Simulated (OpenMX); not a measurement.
Runs of OpenMX 3.8.5 on Hf. The structure is hexagonal, space group P6_3/mmc (No. 194). Conventional cell: a = 3.197 Å, b = 3.197 Å, c = 5.058 Å, α = 90.00°, β = 90.00°, γ = 120.00°. Around Hf (site symmetry -6m2) lie 12 Hf at 3.13 to 3.20 Å. 

```csv
level,gap on the mesh (eV),pressure (GPa),largest force (eV/Å)
PBE+D3(BJ),none,-2.6,0.01
PBE+D4,none,-0.8,0.01
PBE,none,0.7,0.01
PBE+D3,none,(a),0.01
```

Alike in all rows: task single point; potentials or basis OpenMX 2013 PBE set, Hf7.0-s3p2d2f1, grid cutoff 400 Ry; no spin polarisation; cell as given; k mesh 7 × 7 × 5; smearing fermi-dirac 0.05 eV.

Problem. Fill in the values left out.

Solution. (a) -2.8.

Caveats: the basis of atomic orbitals isn't converged, which shifts pressures, moduli and gaps; pairwise dispersion overbinds metals, which lowers pressure and volume (some runs).

A k mesh can miss the band edges, and the runs leave out spin-orbit coupling on Hf.

A gap of «none» marks a metal or a gap under the smearing width.
